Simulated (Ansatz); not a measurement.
# Ruthenium, hcp under LDA: convergence with the plane-wave cutoff, part 2 of 2

Aim: find which plane-wave cutoff is enough for energy and pressure. The geometry was relaxed under LDA beforehand and stays fixed; 9 values are run, from 150 to 800 eV. Wanted are the values from which on the energy stays within 10 and 1 meV/atom, and the pressure within 0.5 GPa, of the last run. Within the series other settings stay, but some runs also write fields, which adds to their time. Spin polarisation is left out.

Ansatz 0.2.0; DFT LDA, plane waves with PAW, scalar-relativistic. Earlier steps stand in the parts before.

## Step 7: Cutoff 350 eV

The run at 350 eV.

Contents of input.yaml:

```yaml
crystal:
  lattice:
    - [2.6775346364, 0.0, 0.0]
    - [-1.3387673182, 2.3188130146, 0.0]
    - [0.0, 0.0, 4.2181251212]
  atoms:
    - { symbol: Ru, position: [0.3333333333, 0.6666666667, 0.25] }
    - { symbol: Ru, position: [0.6666666667, 0.3333333333, 0.75] }
hamiltonian:
  xc: lda
  pseudopotentials:
    kind: paw
    azcp:
      Ru: "pseudopotentials/Ru.paw.azcp"
basis:
  ecutwfc: 350
  fft_grid_basis: typed
kpoints:
  mp_grid: { grid: [13, 13, 8], shift: [0, 0, 0] }
magnetization:
  spin_polarized: false
scf:
  occupations: { method: fermi_dirac, width: 0.1 }
  lower_state_search: "off"
output:
  stress: true
```

On the command line:

```bash
$ ansatz run input.yaml --threads 2 --pin off --max-ram 5120MiB --backend cpu --events-out ev --progress --plain --runs-dir out
```

What it wrote (excerpt; [...] marks lines left out):

```text
Warning: basis.ecutwfc = 350 eV is below the records' recommended 420 eV, and the density's cutoff is lower with it unless basis.ecutrho_ratio is high enough to keep the records' density cutoff: compare with a run at a higher cutoff
Warning: <dir> the record states the generating functional pbe (its physics header spells it `PBE`), which answers neither for hamiltonian.xc's functional nor for the lda family's — results may be inconsistent (PPs are generated against a specific XC)
Warning: RAYON_NUM_THREADS=2 ignored (pool sized by the plan → 2); use --threads N
[...]
Pseudopotentials: kind: paw
Pseudopotential: Ru, paw, valence charge 16, recommended cutoff 420 eV (normal), <dir>
Functional definition: SPW92
[...]
Crystal: 2 atoms, lattice volume = 26.189 Å³
Basis set: ecut = 350 eV, 391 PW (Γ)
Bands: 20, of which v1, the nominal top of the filled ones, is band 16 counted from 1 (15 counted from 0)
Symmetry: 24 space group operations
Space group: P63/mmc (ITA 194), of the structure as read, at distance tolerance 3.0e-5 Å
k-points: 105 of 1352
[...]
SCF iter   1: F=—  HF=-11516.588796 eV  |F-HF|=—  |Δ(HF+E_count)|=         —  Δρ=1.02e-2  dr2=1.35e-2  ethr=1.77e-3  ⟨swp⟩=5.0  Hψ=19044  notcnv=0  defer=28
[...]
SCF iter   6: F=-11516.585792 eV  HF=-11516.585792 eV  |F-HF|=4.00e-11  |Δ(HF+E_count)|=  6.91e-10  Δρ=7.35e-7  dr2=5.98e-11  ethr=5.33e-12  ⟨swp⟩=1.0  Hψ=7121  notcnv=0
[...]
SCF converged after 6 iterations
Free energy (F): -11516.585792 eV
[...]
E sigma→0 (E₀):  -11516.559996 eV
Entropy (-TS):   -0.051592 eV (-25.796 meV/atom)
Fermi energy:    24.308541 eV
[...]
--- Stress (GPa, compression-positive) ---
       -0.226011      -0.000000       0.000000
        0.000000      -0.226011       0.000000
        0.000000       0.000000      -0.214434
  P = ⅓ Tr σ = -0.2222 GPa (-2.222 kbar)
```

Run time: 1.2 s. Hardware: 2 threads of Arm Neoverse V2, shared host; peak memory 0.3 GiB.

## Step 8: Cutoff 420 eV

The run at 420 eV.

input.yaml, as its differences from that of step 7:

```diff
@@ -15,3 +15,3 @@
 basis:
-  ecutwfc: 350
+  ecutwfc: 420
   fft_grid_basis: typed
```

On the command line:

```bash
$ ansatz run input.yaml --threads 2 --pin off --max-ram 5120MiB --backend cpu --events-out ev --progress --plain --runs-dir out
```

What it wrote (excerpt; [...] marks lines left out):

```text
Warning: <dir> the record states the generating functional pbe (its physics header spells it `PBE`), which answers neither for hamiltonian.xc's functional nor for the lda family's — results may be inconsistent (PPs are generated against a specific XC)
Warning: RAYON_NUM_THREADS=2 ignored (pool sized by the plan → 2); use --threads N
[...]
[... 3 set-up lines as earlier in the session ...]
[...]
Crystal: 2 atoms, lattice volume = 26.189 Å³
Basis set: ecut = 420 eV, 537 PW (Γ)
Bands: 20, of which v1, the nominal top of the filled ones, is band 16 counted from 1 (15 counted from 0)
[... 2 set-up lines as earlier in the session ...]
k-points: 105 of 1352
[...]
SCF iter   1: F=—  HF=-11516.616197 eV  |F-HF|=—  |Δ(HF+E_count)|=         —  Δρ=1.01e-2  dr2=1.21e-2  ethr=1.77e-3  ⟨swp⟩=5.0  Hψ=19370  notcnv=0  defer=18
[...]
SCF iter   6: F=-11516.614087 eV  HF=-11516.614087 eV  |F-HF|=4.18e-11  |Δ(HF+E_count)|=  2.80e-10  Δρ=1.44e-6  dr2=9.47e-11  ethr=4.52e-12  ⟨swp⟩=1.3  Hψ=7033  notcnv=0
[...]
SCF converged after 6 iterations
Free energy (F): -11516.614087 eV
[...]
E sigma→0 (E₀):  -11516.588316 eV
Entropy (-TS):   -0.051542 eV (-25.771 meV/atom)
Fermi energy:    24.311446 eV
[...]
--- Stress (GPa, compression-positive) ---
       -0.003985       0.000000       0.000000
        0.000000      -0.003985       0.000000
        0.000000       0.000000      -0.004566
  P = ⅓ Tr σ = -0.0042 GPa (-0.042 kbar)
```

Wall time 1.4 s (2 threads of Arm Neoverse V2, shared host); peak memory 0.32 GiB.

## Step 9: Cutoff 500 eV

The run at 500 eV.

input.yaml, as its differences from that of step 8:

```diff
@@ -15,3 +15,3 @@
 basis:
-  ecutwfc: 420
+  ecutwfc: 500
   fft_grid_basis: typed
```

On the command line:

```bash
$ ansatz run input.yaml --threads 2 --pin off --max-ram 5120MiB --backend cpu --events-out ev --progress --plain --runs-dir out
```

What it wrote (excerpt; [...] marks lines left out):

```text
Warning: <dir> the record states the generating functional pbe (its physics header spells it `PBE`), which answers neither for hamiltonian.xc's functional nor for the lda family's — results may be inconsistent (PPs are generated against a specific XC)
Warning: RAYON_NUM_THREADS=2 ignored (pool sized by the plan → 2); use --threads N
[...]
[... 3 set-up lines as earlier in the session ...]
[...]
Crystal: 2 atoms, lattice volume = 26.189 Å³
Basis set: ecut = 500 eV, 663 PW (Γ)
Bands: 20, of which v1, the nominal top of the filled ones, is band 16 counted from 1 (15 counted from 0)
[... 2 set-up lines as earlier in the session ...]
k-points: 105 of 1352
[...]
SCF iter   1: F=—  HF=-11516.617436 eV  |F-HF|=—  |Δ(HF+E_count)|=         —  Δρ=1.01e-2  dr2=1.22e-2  ethr=1.77e-3  ⟨swp⟩=5.0  Hψ=19912  notcnv=0  defer=13
[...]
SCF iter   6: F=-11516.615253 eV  HF=-11516.615253 eV  |F-HF|=2.09e-10  |Δ(HF+E_count)|=   3.16e-9  Δρ=2.32e-6  dr2=3.55e-10  ethr=2.57e-11  ⟨swp⟩=2.0  Hψ=7748  notcnv=0
[...]
SCF converged after 6 iterations
Free energy (F): -11516.615253 eV
[...]
E sigma→0 (E₀):  -11516.589481 eV
Entropy (-TS):   -0.051543 eV (-25.772 meV/atom)
Fermi energy:    24.311181 eV
[...]
--- Stress (GPa, compression-positive) ---
       -0.011704      -0.000000       0.000000
        0.000000      -0.011704       0.000000
        0.000000       0.000000      -0.013675
  P = ⅓ Tr σ = -0.0124 GPa (-0.124 kbar)
```

Run time: 1.7 s. Hardware: 2 threads of Arm Neoverse V2, shared host; peak memory 0.33 GiB.

## Step 10: Cutoff 600 eV

The run at 600 eV.

input.yaml, as its differences from that of step 9:

```diff
@@ -15,3 +15,3 @@
 basis:
-  ecutwfc: 500
+  ecutwfc: 600
   fft_grid_basis: typed
```

On the command line:

```bash
$ ansatz run input.yaml --threads 2 --pin off --max-ram 5120MiB --backend cpu --events-out ev --progress --plain --runs-dir out
```

What it wrote (excerpt; [...] marks lines left out):

```text
Warning: <dir> the record states the generating functional pbe (its physics header spells it `PBE`), which answers neither for hamiltonian.xc's functional nor for the lda family's — results may be inconsistent (PPs are generated against a specific XC)
Warning: RAYON_NUM_THREADS=2 ignored (pool sized by the plan → 2); use --threads N
[...]
[... 3 set-up lines as earlier in the session ...]
[...]
Crystal: 2 atoms, lattice volume = 26.189 Å³
Basis set: ecut = 600 eV, 881 PW (Γ)
Bands: 20, of which v1, the nominal top of the filled ones, is band 16 counted from 1 (15 counted from 0)
[... 2 set-up lines as earlier in the session ...]
k-points: 105 of 1352
[...]
SCF iter   1: F=—  HF=-11516.618143 eV  |F-HF|=—  |Δ(HF+E_count)|=         —  Δρ=1.02e-2  dr2=1.22e-2  ethr=1.77e-3  ⟨swp⟩=5.0  Hψ=20119  notcnv=0  defer=14
[...]
SCF iter   6: F=-11516.615893 eV  HF=-11516.615893 eV  |F-HF|=5.28e-11  |Δ(HF+E_count)|=   3.05e-9  Δρ=2.03e-6  dr2=1.81e-10  ethr=2.79e-11  ⟨swp⟩=2.0  Hψ=7848  notcnv=0
[...]
SCF converged after 6 iterations
Free energy (F): -11516.615893 eV
[...]
E sigma→0 (E₀):  -11516.590121 eV
Entropy (-TS):   -0.051543 eV (-25.772 meV/atom)
Fermi energy:    24.311171 eV
[...]
--- Stress (GPa, compression-positive) ---
       -0.011349      -0.000000       0.000000
        0.000000      -0.011349       0.000000
        0.000000       0.000000      -0.013656
  P = ⅓ Tr σ = -0.0121 GPa (-0.121 kbar)
```

Run time: 2 s. Hardware: 2 threads of Arm Neoverse V2, shared host; peak memory 0.35 GiB.

## Step 11: Cutoff 800 eV

The run at 800 eV.

input.yaml, as its differences from that of step 10:

```diff
@@ -15,3 +15,3 @@
 basis:
-  ecutwfc: 600
+  ecutwfc: 800
   fft_grid_basis: typed
@@ -26 +26,5 @@
   stress: true
+  write_density: true
+  write_potential: true
+  elf: true
+  volumetric_format: npy
```

On the command line:

```bash
$ ansatz run input.yaml --threads 2 --pin off --max-ram 5120MiB --backend cpu --events-out ev --progress --plain --runs-dir out
```

What it wrote (excerpt; [...] marks lines left out):

```text
Warning: <dir> the record states the generating functional pbe (its physics header spells it `PBE`), which answers neither for hamiltonian.xc's functional nor for the lda family's — results may be inconsistent (PPs are generated against a specific XC)
Warning: RAYON_NUM_THREADS=2 ignored (pool sized by the plan → 2); use --threads N
[...]
[... 3 set-up lines as earlier in the session ...]
[...]
Crystal: 2 atoms, lattice volume = 26.189 Å³
Basis set: ecut = 800 eV, 1387 PW (Γ)
Bands: 20, of which v1, the nominal top of the filled ones, is band 16 counted from 1 (15 counted from 0)
[... 2 set-up lines as earlier in the session ...]
k-points: 105 of 1352
[...]
SCF iter   1: F=—  HF=-11516.618687 eV  |F-HF|=—  |Δ(HF+E_count)|=         —  Δρ=1.02e-2  dr2=1.22e-2  ethr=1.77e-3  ⟨swp⟩=5.0  Hψ=20198  notcnv=0  defer=14
[...]
SCF iter   6: F=-11516.616424 eV  HF=-11516.616424 eV  |F-HF|=6.55e-11  |Δ(HF+E_count)|=   2.71e-9  Δρ=1.90e-6  dr2=1.69e-10  ethr=2.11e-11  ⟨swp⟩=8.0  Hψ=14750  notcnv=0
[...]
SCF converged after 6 iterations
Free energy (F): -11516.616424 eV
[...]
E sigma→0 (E₀):  -11516.590652 eV
Entropy (-TS):   -0.051543 eV (-25.772 meV/atom)
Fermi energy:    24.311154 eV
[...]
--- Stress (GPa, compression-positive) ---
       -0.012018      -0.000000       0.000000
       -0.000000      -0.012018       0.000000
        0.000000       0.000000      -0.014721
  P = ⅓ Tr σ = -0.0129 GPa (-0.129 kbar)
--- Band table (eV; the first three rows and the last of 105) ---
  k-point 0: bands = ["-48.8003", "-48.5548", "-19.4235", "-18.3605", "-18.3605", "-18.1640", "-18.1640", "-18.1108", "16.0123", "17.7374", "21.5062", "21.5062", "21.7437", "22.2443", "22.2443", "22.7657", "22.7657", "25.5346", "25.5346", "25.6504", "35.0154", "39.0571", "41.5929", "42.3119"]
[...]
```

Run time: 4 s. Hardware: 2 threads of Arm Neoverse V2, shared host; peak memory 0.4 GiB.

## Step 12: Convergence table

Energies count from the run at 800 eV.

```tsv
cutoff (eV)	plane waves at Γ	E(σ → 0) (meV/atom)	P (GPa)	SCF cycles	CPU time
150	111	42544.05	-169.39	6	1.1 s
200	159	9725.59	-26.65	6	1.3 s
250	245	1530.70	10.37	6	2 s
300	311	174.39	-0.51	6	2.4 s
350	391	15.33	-0.22	6	2.1 s
420	537	1.17	0.00	6	2.6 s
500	663	0.59	-0.01	6	3.3 s
600	881	0.27	-0.01	6	3.9 s
800	1387	0.00	-0.01	6	7.8 s
```

## Step 13: Results

The summary covers parts 1 to 2.

| quantity | value |
| --- | --- |
| E(σ → 0) stays within 10 meV/atom of 800 eV | from 420 eV on |
| E(σ → 0) stays within 1 meV/atom | from 500 eV on |
| pressure stays within 0.5 GPa | from 300 eV on |
| pressure at 800 eV | -0.01 GPa |
| CPU time, dearest over cheapest | 7.1 |
| run at the usual settings (mesh 22×22×12 against the series' 13×13×8, 420 eV) | -1.1 meV/atom from 800 eV, -0.04 GPa |

In words: The far end, 150 eV, lies +42544 meV/atom and -169.4 GPa from the yardstick. The energy falls at each step up in cutoff, as the variational principle asks. 1 meV/atom is reached at 500 eV; energy differences often converge earlier, as errors cancel. The cell taken over is 3 % smaller than the measured one (13.55 Å³/atom, COD).
